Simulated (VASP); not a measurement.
# TiSi2 (Fddd) in VASP: further runs

One crystal, TiSi2, is run at these levels: PBE; tasks: relaxation of cell and atoms.

Program: VASP 6.6.1. These are calculated values, not measurements. Logs are shortened: lines on timing, memory, paths and dates and some standing lists are left out, and cuts for length are marked.

## 1. The crystal as given

It takes space group Fddd (No. 70, orthorhombic). Conventional cell: a = 4.779 Å, b = 8.235 Å, c = 8.526 Å, α = 90.00°, β = 90.00°, γ = 90.00°. Ti (site symmetry 222) has 10 Si at 2.55 to 2.78 Å as nearest neighbours. Si (site symmetry 2) is surrounded by 5 Si at 2.52 to 2.79 Å and 5 Ti at 2.55 to 2.78 Å.

The cell is a database's computed one.

## 2. Relaxation of cell and atoms, PBE

File INCAR:

```
SYSTEM = TiSi2
PREC = Accurate
ENCUT = 600
EDIFF = 1E-6
ISMEAR = 1
SIGMA = 0.1
LREAL = .FALSE.
LASPH = .TRUE.
NELM = 120
ALGO = Fast
ISIF = 3
LWAVE = .FALSE.
LCHARG = .FALSE.
GGA = PE
IBRION = 2
NSW = 80
EDIFFG = -0.005
KPAR = 4
```

File KPOINTS:

```
Automatic mesh
0
G
  12 12 12
  0 0 0
```

File POSCAR:

```
TiSi2
1.0
    0.0000000000      4.1175163000      4.2628978000
    2.3895120000      0.0000000000      4.2628978000
    2.3895120000      4.1175163000      0.0000000000
Ti Si
2 4
Direct
    0.5000000000      0.5000000000      0.5000000000
    0.7500000000      0.7500000000      0.7500000000
    0.8374343900      0.1625656100      0.8374343900
    0.1625656100      0.8374343900      0.1625656100
    0.0874343900      0.4125656100      0.0874343900
    0.4125656100      0.0874343900      0.4125656100
```

Potentials or basis: VASP PAW PBE potentials, release 64 (Ti_sv, Si).

The run is started by

```
> cat potpaw_PBE.64/Ti_sv/POTCAR potpaw_PBE.64/Si/POTCAR > POTCAR
> mpirun -np 4 vasp_std > vasp.out
```

OUTCAR:

```text
SYSTEM = TiSi2
   PREC = Accurate
   ENCUT = 600
   EDIFF = 1E-6
   ISMEAR = 1
   LREAL = .FALSE.
   LASPH = .TRUE.
   NELM = 120
   ISIF = 3
   GGA = PE
   IBRION = 2
   NSW = 80
   EDIFFG = -0.005

 ion  position               nearest neighbor table
   1  0.500  0.500  0.500-   5 2.55   6 2.55   5 2.55   6 2.55   4 2.74   4 2.74   3 2.74   3 2.74
                             4 2.78   3 2.78
   2  0.750  0.750  0.750-   3 2.55   4 2.55   3 2.55   4 2.55   5 2.74   6 2.74   5 2.74   6 2.74
                             6 2.78   5 2.78
   3  0.837  0.163  0.837-   6 2.52   6 2.52   2 2.55   2 2.55   4 2.68   1 2.74   1 2.74   1 2.78
                             4 2.79   4 2.79
   4  0.163  0.837  0.163-   5 2.52   5 2.52   2 2.55   2 2.55   3 2.68   1 2.74   1 2.74   1 2.78
                             3 2.79   3 2.79
   5  0.087  0.413  0.087-   4 2.52   4 2.52   1 2.55   1 2.55   6 2.68   2 2.74   2 2.74   2 2.78
                             6 2.79   6 2.79
   6  0.413  0.087  0.413-   3 2.52   3 2.52   1 2.55   1 2.55   5 2.68   2 2.74   2 2.74   2 2.78
                             5 2.79   5 2.79

  LATTYP: Found a face centered orthorhombic cell.
 ALAT       =     4.7790240000
 B/A-ratio  =     1.7231620096
 C/A-ratio  =     1.7840035120

  Lattice vectors:

 A1 = (   0.0000000000,   4.1175163000,   4.2628978000)
 A2 = (   2.3895120000,   0.0000000000,   4.2628978000)
 A3 = (   2.3895120000,   4.1175163000,   0.0000000000)

Analysis of symmetry for initial positions (statically):
=====================================================================
 Subroutine PRICEL returns:
 Original cell was already a primitive cell.

 Routine SETGRP: Setting up the symmetry group for a
 face centered orthorhombic supercell.

 Subroutine GETGRP returns: Found  8 space group operations
 (whereof  4 operations were pure point group operations)
 out of a pool of  8 trial point group operations.

The static configuration has the point symmetry D_2 .
 The point group associated with its full space group is D_2h.

Analysis of symmetry for dynamics (positions and initial velocities):
=====================================================================
 Subroutine PRICEL returns:
 Original cell was already a primitive cell.

 Routine SETGRP: Setting up the symmetry group for a
 face centered orthorhombic supercell.

 Subroutine GETGRP returns: Found  8 space group operations
 (whereof  4 operations were pure point group operations)
 out of a pool of  8 trial point group operations.

The dynamic configuration has the point symmetry D_2 .
 The point group associated with its full space group is D_2h.

 Subroutine INISYM returns: Found  8 space group operations
 (whereof  4 operations are pure point group operations),
 and found     1 'primitive' translations

----------------------------------------------------------------------------------------

                                     Primitive cell

  volume of cell :      83.8841

  direct lattice vectors                    reciprocal lattice vectors
     0.000000000  4.117516300  4.262897800    -0.209247746  0.121432428  0.117291107
     2.389512000  0.000000000  4.262897800     0.209247746 -0.121432428  0.117291107
     2.389512000  4.117516300  0.000000000     0.209247746  0.121432428 -0.117291107

  length of vectors
     5.926739250  4.886927997  4.760641562     0.268863641  0.268863641  0.268863641

  position of ions in fractional coordinates (direct lattice)
     0.500000000  0.500000000  0.500000000
     0.750000000  0.750000000  0.750000000
     0.837434390  0.162565610  0.837434390
     0.162565610  0.837434390  0.162565610
     0.087434390  0.412565610  0.087434390
     0.412565610  0.087434390  0.412565610

  ion indices of the primitive-cell ions
   primitive index   ion index
                 1           1
                 2           2
                 3           3
                 4           4
                 5           5
                 6           6

----------------------------------------------------------------------------------------

 KPOINTS: Automatic mesh

Automatic generation of k-mesh.
 Grid dimensions read from file:
 generate k-points for:   12   12   12

 Generating k-lattice:

  Cartesian coordinates                     Fractional coordinates (reciprocal lattice)
    -0.017437312  0.010119369  0.009774259     0.083333333 -0.000000000 -0.000000000
     0.017437312 -0.010119369  0.009774259     0.000000000  0.083333333  0.000000000
     0.017437312  0.010119369 -0.009774259     0.000000000  0.000000000  0.083333333

  Length of vectors
     0.022405303  0.022405303  0.022405303

  Shift w.r.t. Gamma in fractional coordinates (k-lattice)
     0.000000000  0.000000000  0.000000000

 Subroutine IBZKPT returns following result:
 ===========================================

 Found    280 irreducible k-points:

 Following reciprocal coordinates:
            Coordinates               Weight
  0.000000  0.000000  0.000000      1.000000
  0.083333  0.000000  0.000000      8.000000
  0.166667  0.000000 -0.000000      8.000000
  0.250000  0.000000 -0.000000      8.000000
  0.333333  0.000000 -0.000000      8.000000
  0.416667  0.000000  0.000000      8.000000
[... 16 lines left out ...]
  0.500000  0.166667 -0.000000      8.000000
 -0.416667  0.166667  0.000000      8.000000
 [... further k-points ...]
   k-points           NKPTS =    280   k-points in BZ     NKDIM =    280   number of bands    NBANDS=     24
   number of dos      NEDOS =    301   number of ions     NIONS =      6
   total plane-waves  NPLWV =  76800
   dimension x,y,z NGX =    48 NGY =   40 NGZ =   40
   dimension x,y,z NGXF=    96 NGYF=   80 NGZF=   80
   ions per type =               2   4
   NGX,Y,Z   is equivalent  to a cutoff of  13.46, 13.61, 13.97 a.u.
   NGXF,Y,Z  is equivalent  to a cutoff of  26.93, 27.21, 27.94 a.u.
 SYSTEM =  TiSi2
   PREC   = accura    normal or accurate (medium, high low for compatibility)
   ISTART =      0    job   : 0-new  1-cont  2-samecut
   ICHARG =      2    charge: 1-file 2-atom 10-const
   ISPIN  =      1    spin polarized calculation?
   LNONCOLLINEAR =      F non collinear calculations
   LSORBIT =      F    spin-orbit coupling
   LASPH  =      T    aspherical Exc in radial PAW
   ENCUT  =  600.0 eV  44.10 Ry    6.64 a.u.  11.84  9.76  9.51*2*pi/ulx,y,z
   NELM   =    120;   NELMIN=  2; NELMDL= -5     # of ELM steps
   EDIFF  = 0.1E-05   stopping-criterion for ELM
   LREAL  =      F    real-space projection
   EDIFFG = -.5E-02   stopping-criterion for IOM
   NSW    =     80    number of steps for IOM
   IBRION =      2    ionic relax: 0-MD 1-quasi-New 2-CG
   NFREE  =      1    steps in history (QN), initial steepest desc. (CG)
   ISIF   =      3    stress and relaxation
   ISYM   =      2    0-nonsym 1-usesym 2-fastsym
   POTIM  = 0.5000    time-step for ionic-motion
   TEBEG  =    0.0;   TEEND  =   0.0 temperature during run
   PSTRESS=    0.0 pullay stress
   NELECT =      40.0000    total number of electrons
   NUPDOWN=      -1.0000    fix difference up-down
   EMIN   =  10.00;   EMAX   =-10.00  energy-range for DOS
   EFERMI =   0.00;   METHOD = LEGACY
   ISMEAR =     1;   SIGMA  =   0.10  broadening in eV -4-tet -1-fermi 0-gaus
   EFERMI_NEDOS =   21; number of points for ismear=-14 and -15
   IALGO  =     68    algorithm
   IMIX   =      4    mixing-type and parameters
     AMIX     =   0.40;   BMIX     =  1.00
     AMIX_MAG =   1.60;   BMIX_MAG =  1.00
  volume/ion in A,a.u.               =      13.98        94.35
  Fermi-wavevector in a.u.,A,eV,Ry     =   1.278994  2.416947 22.256742  1.635824
  Thomas-Fermi vector in A             =   2.411504
   LORBIT       =      0    0 simple, 1 ext, 2 COOP (PROOUT), +10 PAW based schemes
   GGA     = PE    functional components
   LHFCALC =     F    Hartree Fock is set to
   AEXX    =    0.0000 exact exchange contribution
   IVDW    =     0    specifies the selected vdW correction
   LEPSILON=     F    determine dielectric tensor
   LRPA    =     F    only Hartree local field effects (RPA)
 conjugate gradient relaxation of ions
 non-spin polarized calculation
 RMM-DIIS sequential band-by-band and
 Methfessel and Paxton  Order N= 1 SIGMA  =   0.10
  energy-cutoff  :      600.00
  volume of cell :       83.88
 maximum number of plane-waves:      2850
   NGX = 23   NGY = 19   NGZ = 19

--------------------------------------- Ionic step        1  -------------------------------------------

 number of electron      39.9999999 magnetization

 Free energy of the ion-electron system (eV)
  ---------------------------------------------------
  ext. energy  EPLUGINS =         0.00000000
  ---------------------------------------------------
  free energy    TOTEN  =       -40.69548790 eV

  energy without entropy =      -40.69463227  energy(sigma->0) =      -40.69520269

------------------------ aborting loop because EDIFF is reached ----------------------------------------

  FORCE on cell =-STRESS in cart. coord.  units (eV):
  Direction    XX          YY          ZZ          XY          YZ          ZX
  --------------------------------------------------------------------------------------
  -------------------------------------------------------------------------------------
  Total        1.1779216      0.7067948      1.2994402      0.0000000      0.0000000      0.0000000
  in kB       22.4981863     13.4997100     24.8191804      0.0000000      0.0000000      0.0000000
  external PRESSURE =      20.2723589 kB  Pullay stress =       0.0000000 kB
[... 27 lines left out ...]
--------------------------------------- Ionic step        2  -------------------------------------------

 number of electron      40.0000000 magnetization

 E-fermi :   9.8793     XC(G=0): -11.6242

 val. band max:        9.8763628548   @ k =   0.5000   0.0833   0.0000
 cond. band min:       9.8929652255   @ k =  -0.3333   0.1667   0.0833
 fundamental gap:      0.0166023708
 Fermi energy:         9.8792717400

 k-point     1 :       0.0000    0.0000    0.0000
  band No.  band energies     occupation
      1     -46.4672      2.00000
      2     -46.4419      2.00000
      3     -22.8314      2.00000
      4     -22.8269      2.00000
      5     -22.7486      2.00000
      6     -22.7348      2.00000
[... 712 lines left out ...]
  FREE ENERGIE OF THE ION-ELECTRON SYSTEM (eV)
  ---------------------------------------------------
  free  energy   TOTEN  =       -40.7028672297 eV

  energy  without entropy=      -40.7019999256  energy(sigma->0) =      -40.70257813

[... ionic steps 4 to 9 ...]

--------------------------------------- Ionic step       10  -------------------------------------------

 number of electron      39.9999999 magnetization

------------------------ aborting loop because EDIFF is reached ----------------------------------------
[... 75 lines left out ...]
--------------------------------------- Ionic step       12  -------------------------------------------

 number of electron      39.9999999 magnetization

 Free energy of the ion-electron system (eV)
  ---------------------------------------------------
  ext. energy  EPLUGINS =         0.00000000
  ---------------------------------------------------
  free energy    TOTEN  =       -40.70306037 eV

  energy without entropy =      -40.70219040  energy(sigma->0) =      -40.70277038

 E-fermi :  10.0209     XC(G=0): -11.6776

 val. band max:       10.0191767896   @ k =   0.5000   0.0833   0.0000
 cond. band min:      10.0315606647   @ k =  -0.2500   0.2500   0.1667
 fundamental gap:      0.0123838751
 Fermi energy:        10.0209073207

 k-point     1 :       0.0000    0.0000    0.0000
  band No.  band energies     occupation
      1     -46.2810      2.00000
      2     -46.2541      2.00000
      3     -22.6516      2.00000
      4     -22.6478      2.00000
      5     -22.5672      2.00000
      6     -22.5528      2.00000
[... 672 lines left out ...]
  FREE ENERGIE OF THE ION-ELECTRON SYSTEM (eV)
  ---------------------------------------------------
  free  energy   TOTEN  =       -40.7030603743 eV

  energy  without entropy=      -40.7021903953  energy(sigma->0) =      -40.70277038

 reached required accuracy - stopping structural energy minimisation
```

Run time: 33 min. Hardware: 4 MPI ranks of AMD EPYC 9R45 (Zen 5), shared host; peak memory 0.72 GiB.

Results:

| Quantity | Value |
| --- | --- |
| Free energy | -40.7031 eV |
| Relaxed volume | 14.17 Å³/atom |
| Relaxed cell | a = 5.950 Å, b = 4.911 Å, c = 4.779 Å, α = 75.76°, β = 53.12°, γ = 51.12° |
| Space group after relaxing (to 0.05 Å) | Fddd (No. 70) |
| Energy gained by relaxing | 1.3 meV/atom |
| Ionic steps | 12 |
| Pressure after relaxing | 0.0 GPa |
| Band gap on the k mesh | none (metal or under the smearing width) |

Step by step:
```csv
step,energy change (eV),largest force (eV/Å),pressure (GPa),volume (Å³)
1,0.0000,0.0282,2.03,83.88
2,-0.0010,0.0053,-1.60,86.05
3,-0.0074,0.0159,-0.01,84.98
4,-0.0074,0.0162,0.07,84.95
5,-0.0075,0.0137,0.08,84.99
6,-0.0075,0.0130,0.06,85.00
7,-0.0075,0.0079,-0.05,85.07
8,-0.0075,0.0072,-0.07,85.07
9,-0.0076,0.0020,-0.04,85.04
10,-0.0076,0.0001,-0.04,85.03
11,-0.0076,0.0003,0.06,84.98
12,-0.0076,0.0003,0.02,85.01
```

Final structure:
```cif
data_structure
_symmetry_space_group_name_H-M 'P 1'
_symmetry_Int_Tables_number 1
_cell_length_a 5.9501
_cell_length_b 4.9106
_cell_length_c 4.7788
_cell_angle_alpha 75.757
_cell_angle_beta 53.124
_cell_angle_gamma 51.119
_cell_volume 85.01
loop_
_atom_site_label
_atom_site_type_symbol
_atom_site_fract_x
_atom_site_fract_y
_atom_site_fract_z
_atom_site_occupancy
Ti1 Ti 0.50000 0.50000 0.50000 1
Ti2 Ti 0.75000 0.75000 0.75000 1
Si1 Si 0.83701 0.16299 0.83701 1
Si2 Si 0.16299 0.83701 0.16299 1
Si3 Si 0.08701 0.41299 0.08701 1
Si4 Si 0.41299 0.08701 0.41299 1
```

Levels at points of the mesh, in eV from the Fermi level:
| k point | band 16 | band 17 | band 18 | band 19 | band 20 | band 21 | band 22 | band 23 | band 24 |
| --- | --- | --- | --- | --- | --- | --- | --- | --- | --- |
| (0.00, 0.00, 0.00) | -2.50 | -2.24 | -2.05 | -1.77 | -1.34 | -0.90 | 2.04 | 3.07 | 3.26 |
| (0.50, 0.00, 0.00) | -2.46 | -1.90 | -1.03 | -0.01 | 0.15 | 0.99 | 1.36 | 1.67 | 2.22 |
| (0.50, 0.50, 0.00) | -2.92 | -1.55 | -1.55 | -0.95 | -0.95 | 0.75 | 0.75 | 3.18 | 3.18 |
| (0.50, 0.00, 0.50) | -2.36 | -2.33 | -2.33 | -0.84 | -0.84 | 1.27 | 1.27 | 3.22 | 3.22 |
| (0.00, 0.50, 0.50) | -1.22 | -1.13 | -1.13 | -0.63 | -0.63 | 0.85 | 0.85 | 2.25 | 2.25 |

## 3. Relaxation of cell and atoms, PBE

This run uses another cell than the first one, of 14.17 Å³/atom, 1.013 times its volume.

INCAR is that of step 2.

KPOINTS is that of step 2.

File POSCAR:

```
TiSi2                                   
1.0
    0.0000000000      4.1307315653      4.2825541412
    2.4028219950      0.0000000000      4.2825541412
    2.4028219950      4.1307315653      0.0000000000
  Ti              Si            
     2     4
Direct
     0.5000000000000000    0.5000000000000000    0.5000000000000000
     0.7500000000000000    0.7500000000000000    0.7500000000000000
     0.8370054519784057    0.1629945480215943    0.8370054519784057
     0.1629945480215943    0.8370054519784057    0.1629945480215943
     0.0870054519784057    0.4129945480215942    0.0870054519784057
     0.4129945480215942    0.0870054519784057    0.4129945480215942
```

Potentials or basis: VASP PAW PBE potentials, release 64 (Ti_sv, Si).

The run is started by

```
> cat potpaw_PBE.64/Ti_sv/POTCAR potpaw_PBE.64/Si/POTCAR > POTCAR
> mpirun -np 4 vasp_std > vasp.out
```

Wall time 8.7 min (4 MPI ranks of AMD EPYC 9R45 (Zen 5), shared host); peak memory 0.7 GiB.

Results (log left out):

- Free energy: -40.7033 eV
- Pressure after relaxing: 0.0 GPa
- Band gap on the k mesh: none (metal or under the smearing width)

Final structure:
```
Ti Si
1.0
     0.00000    4.13073    4.28255
     2.40282    0.00000    4.28255
     2.40282    4.13073    0.00000
Ti Si
2 4
Direct
  0.50000 0.50000 0.50000
  0.75000 0.75000 0.75000
  0.83701 0.16299 0.83701
  0.16299 0.83701 0.16299
  0.08701 0.41299 0.08701
  0.41299 0.08701 0.41299
```

Levels at points of the mesh, in eV from the Fermi level:
| k point | band 18 | band 19 | band 20 | band 21 | band 22 | band 23 |
| --- | --- | --- | --- | --- | --- | --- |
| (0.00, 0.00, 0.00) | -2.05 | -1.77 | -1.34 | -0.90 | 2.07 | 3.45 |
| (0.50, 0.00, 0.00) | -1.03 | -0.01 | 0.15 | 0.99 | 1.36 | 1.67 |
| (0.50, 0.50, 0.00) | -1.55 | -0.95 | -0.95 | 0.75 | 0.75 | 3.54 |
| (0.50, 0.00, 0.50) | -2.33 | -0.84 | -0.84 | 1.27 | 1.27 | 3.72 |
| (0.00, 0.50, 0.50) | -1.13 | -0.63 | -0.63 | 0.89 | 0.89 | 2.26 |

Caveat: the relaxation stopped at its first step, so nothing moved.
